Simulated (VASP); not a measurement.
A run of VASP 6.6.1 is set up as follows.

The input POSCAR:

```
Mg
1.0
   -1.8359916300      1.8359916300      1.6794040200
    1.8359916300     -1.8359916300      1.6794040200
    1.8359916300      1.8359916300     -1.6794040200
Mg
1
Direct
    0.0000000000      0.0000000000      0.0000000000
```

Contents of INCAR.step1:

```
ALGO     = Fast           # electronic algorithm
EDIFF    = 1E-8           # SCF threshold, eV
EDIFFG   = -0.002         # ionic threshold
ENCUT    = 580            # plane-wave cutoff, eV
IBRION   = 2              # ionic algorithm
ISIF     = 3              # what is computed and relaxed
ISMEAR   = 0              # smearing method
LASPH    = T              # aspherical terms in the spheres
LCHARG   = F              # write CHGCAR
LREAL    = F              # projectors in reciprocal space
LWAVE    = F              # write WAVECAR
NELM     = 100            # most SCF steps
NSW      = 40             # ionic steps
PREC     = Accurate       # precision mode
SIGMA    = 0.05           # smearing width, eV
```

Contents of INCAR.step2:

```
ALGO     = Fast           # electronic algorithm
EDIFF    = 1E-8           # SCF threshold, eV
ENCUT    = 580            # plane-wave cutoff, eV
IBRION   = 6              # ionic algorithm
ISIF     = 2              # what is computed and relaxed
ISMEAR   = 0              # smearing method
LASPH    = T              # aspherical terms in the spheres
LCHARG   = F              # write CHGCAR
LREAL    = F              # projectors in reciprocal space
LWAVE    = F              # write WAVECAR
NELM     = 100            # most SCF steps
NFREE    = 2            
NSW      = 1              # ionic steps
POTIM    = 0.015          # step
PREC     = Accurate       # precision mode
SIGMA    = 0.05           # smearing width, eV
```

File KPOINTS:

```
k-points
0
Gamma
  8 8 8
```

Potentials or basis: VASP PAW LDA potentials, release 54 (Mg).

Command:

```sh
$ cat potpaw_LDA.54/Mg/POTCAR > POTCAR
$ cp INCAR.step1 INCAR
$ mpirun -np 1 vasp_std > vasp.out
$ cp CONTCAR POSCAR
$ cp INCAR.step2 INCAR
$ mpirun -np 1 vasp_std > vasp.out
```

Q: Predict the relaxed volume.

A: 21.48 Å³/atom.

Q: What does it give for the space group after relaxing (to 0.05 Å)?

A: I4/mmm (No. 139).

Q: Estimate the relaxed cell.

A: a = 3.040 Å, b = 3.040 Å, c = 3.040 Å, α = 106.74°, β = 106.74°, γ = 115.09°.

Final structure:
```
CELL_PARAMETERS angstrom
-1.81414 1.81414 1.63156
1.81414 -1.81414 1.63156
1.81414 1.81414 -1.63156
ATOMIC_POSITIONS crystal
Mg 0.00000 0.00000 0.00000
```
